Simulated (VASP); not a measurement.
Input of a VASP 6.6.1 run:

The input INCAR:

```
ALGO = Normal ; EDIFF = 1E-7
ENCUT = 520 ; GGA = RE
ISIF = 2 ; ISMEAR = -1
LASPH = T ; LCHARG = F
LREAL = F ; LWAVE = F
NBANDS = 16 ; NELM = 100
PREC = Accurate ; SIGMA = 0.05
```

KPOINTS

```
k-points
0
Gamma
  8 8 8
```

Contents of POSCAR:

```
InAs
1.0
    0.0000000000      3.1180464444      3.1180464444
    3.1180464444      0.0000000000      3.1180464444
    3.1180464444      3.1180464444      0.0000000000
In As
1 1
Direct
    0.0000000000      0.0000000000      0.0000000000
    0.7500000000      0.7500000000      0.7500000000
```

Potentials or basis: VASP PAW PBE potentials, release 64 (In_d, As).

Command:

```console
$ cat potpaw_PBE.64/In_d/POTCAR potpaw_PBE.64/As/POTCAR > POTCAR
$ mpirun -np 1 vasp_std > vasp.out
```

Task: Estimate the band gap on the k mesh.

Result: Zero (filled and empty bands touch).

Task: Predict the pressure.

Result: 0.0 GPa.

Caveat: the PAW data sets were made with another functional, which shifts forces and pressure a little; spin-orbit coupling is left out, which moves the levels of the heavy elements.

**What was measured.**

From a printed reference work, data compilation, for a bulk crystal of InAs at 4.2 K: band gap 0.418 eV (direct).

A measured gap of InAs is 0.418 eV (direct; 4.2 K; a printed reference work, data compilation); the calculated 0.00 eV misses it by -0.42 eV. Spin-orbit coupling on As, In is left out. The value is that of revPBE on a finite k mesh, which can miss the band edges, without temperature or zero-point motion. Semilocal functionals fall short of measured gaps as a rule.
